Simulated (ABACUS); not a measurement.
# BAs: equation of state with PBE

**Measured values to compare with.**

“Basic Physical Properties of Cubic Boron Arsenide”, 2019, arxiv:1911.11281 quotes, for a bulk crystal of BAs: bulk modulus 148 GPa.

BAs:

```
As B
1.0
     0.00000    2.38850    2.38850
     2.38850    0.00000    2.38850
     2.38850    2.38850    0.00000
As B
1 1
Cartesian
  3.5827 3.5827 3.5827
  0.0000 0.0000 0.0000
```

```
Program                                       : ABACUS 3.10.1
Task                                          : equation of state
Functional                                    : PBE
Potentials or basis                           : PseudoDojo NC SR 0.4.1 PBE standard
Cutoff                                        : 1361 eV
Density cutoff                                : 5442 eV
Basis                                         : DZP LCAO (the cutoffs set its grid)
k mesh                                        : 7 × 7 × 7
Occupations                                   : fermi-dirac, width 0.05 eV
Spin                                          : no spin polarisation
Radial cutoff of the potentials (pseudo_rcut) : 7 bohr
Orbital files                                 : As As_confined-atom_7au_2s2p2d.orb, B B_confined-atom_7au_2s2p1d.orb
SCF threshold on the density                  : 1e-07
Max SCF steps                                 : 100
Eigensolver                                   : genelpa
Mixing                                        : broyden
Mixing share                                  : 0.7
Symmetry key                                  : 1
Bands                                         : 13
```

```yaml
Equilibrium_volume: 14.17 Å³/atom
Bulk_modulus: 132 GPa
Pressure_derivative_of_the_bulk_modulus: "3.6 (rough: it moves with the points fitted)"
```

Energy against volume, from the lowest point:
```tsv
volume (Å³/atom)	energy (meV/atom)
12.809	61.20
13.354	19.39
13.899	0.23
14.444	0.00
```

All runs of the series together: 12 s on 4 threads of AMD EPYC 9R45 96-Core Processor (Zen 5), with other jobs on the host.

Measured bulk modulus of BAs: 148 GPa (quoted in “Basic Physical Properties of Cubic Boron Arsenide”, 2019, arxiv:1911.11281). This calculation gives 132 GPa (-10.8 %). The fit is for a static lattice scaled at fixed shape and fixed fractional positions.

Caveat: the atomic orbitals were generated for these runs and aren't a published set; the basis of atomic orbitals isn't converged, which shifts pressures, moduli and gaps. PBE usually gives volumes a little too large and moduli too small.
